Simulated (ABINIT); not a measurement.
Si2Mo:

```
Mo Si
1.0
     4.58547    0.00000    0.00000
    -2.29274    3.97113    0.00000
     0.00000    0.00000    6.57976
Mo Si
3 6
Direct
  0.50000 0.50000 0.83333
  0.00000 0.50000 0.16667
  0.50000 0.00000 0.50000
  0.16387 0.32775 0.50000
  0.67225 0.83613 0.16667
  0.83613 0.16387 0.83333
  0.83613 0.67225 0.50000
  0.32775 0.16387 0.16667
  0.16387 0.83613 0.83333
```

Measurements of this composition are mostly on another form, of space group No. 139.

```yaml
Program: ABINIT 10.8.3 (patched build)
Task: relaxation of cell and atoms
Functional: LDA
Potentials_or_basis: JTH PAW LDA v2.0
Cutoff: 408 eV
k_mesh: 6 × 6 × 3
Occupations: fermi-dirac, width 0.05 eV
Spin: no spin polarisation
```

At the start: pressure -4.7 GPa; volume 13.31 Å³/atom.

Problem. How do energy, volume and symmetry change on relaxing?

Solution. Over 7 steps the energy falls by 4.3 meV/atom and the volume is 13.03 Å³/atom (-2.1 %); space group P6_222 (No. 180, to 0.05 Å).

The path:
| step | energy change (eV) | largest force (eV/Å) | pressure (GPa) | volume (Å³) |
| --- | --- | --- | --- | --- |
| 1 | 0.0000 | 0.0566 | -4.71 | 119.81 |
| 2 | -0.0343 | 0.0411 | -1.61 | 118.10 |
| 3 | -0.0387 | 0.0276 | 0.05 | 117.22 |
| 4 | -0.0388 | 0.0233 | 0.02 | 117.24 |
| 5 | -0.0389 | 0.0040 | -0.02 | 117.26 |
| 6 | -0.0389 | 0.0020 | 0.00 | 117.25 |
| 7 | -0.0389 | 0.0004 | 0.01 | 117.25 |

Final structure:
```
CELL_PARAMETERS angstrom
4.55190 0.00000 0.00000
-2.27595 3.94206 0.00000
0.00000 0.00000 6.53402
ATOMIC_POSITIONS crystal
Mo 0.50000 0.50000 0.83333
Mo 0.00000 0.50000 0.16667
Mo 0.50000 0.00000 0.50000
Si 0.16424 0.32848 0.50000
Si 0.67152 0.83576 0.16667
Si 0.83576 0.16424 0.83333
Si 0.83576 0.67152 0.50000
Si 0.32848 0.16424 0.16667
Si 0.16424 0.83576 0.83333
```
